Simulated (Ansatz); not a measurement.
Given:

```
GeO2
1.0
    4.35032     0.00000     0.00000
    0.00000     4.35032     0.00000
    0.00000     0.00000     2.85299
Ge O
2 4
Direct
  0.00000   0.00000   0.00000
  0.50000   0.50000   0.50000
  0.30490   0.30490   0.00000
  0.80490   0.19510   0.50000
  0.19510   0.80490   0.50000
  0.69510   0.69510   0.00000
```

No spin polarisation.

All numbers come from plane-wave PAW DFT at the r2SCAN level (Ansatz, a first-principles code, 500 eV), no spin-orbit coupling. Settings: 8×8×11 k-points, 0.05 eV Fermi–Dirac smearing.

Estimate the gap character.

Direct at Γ.

Estimate the electron mass.

0.24 mₑ along c, 0.31 mₑ across (at Γ).

Load acts through the strain it causes; cell and atoms are relaxed under it. Effective masses come from finite differences of ±0.01 Å⁻¹. Stability against distortions was not tested. Competing high-pressure phases were not computed. The cell was made from GeO$_{2}$ in the rutile structure (space group P4_2/mnm, No. 136) by this change: pressure 9 GPa.
